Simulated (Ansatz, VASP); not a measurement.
# One calculation of Ti, two programs

```xyz
1
Lattice="-1.6410 1.6410 1.6410 1.6410 -1.6410 1.6410 1.6410 1.6410 -1.6410" Properties=species:S:1:pos:R:3 pbc="T T T"
Ti    0.0000    0.0000    0.0000
```

This isn't the form of Ti at room conditions, which is hcp.

Alike in both runs: task single point; functional PBEsol; k mesh 13 × 13 × 13; no spin polarisation.

|  | VASP | Ansatz |
| --- | --- | --- |
| version | VASP 6.6.1 | Ansatz 0.2.0 |
| potentials or method | VASP PAW PBE potentials, release 64 (Ti_sv) | plane waves, PAW |
| plane-wave cutoff (eV) | 520 | 420 |
| occupations | methfessel-paxton of order 1, width 0.15 eV | cold, width 0.15 eV |
| valence electrons in the cell | 12 | 12 |

```tsv
	VASP	Ansatz	Ansatz less VASP
pressure (GPa)	-7.0	-6.8	+0.16
```

Caveats: the PAW data sets were made with another functional, which shifts forces and pressure a little (VASP).
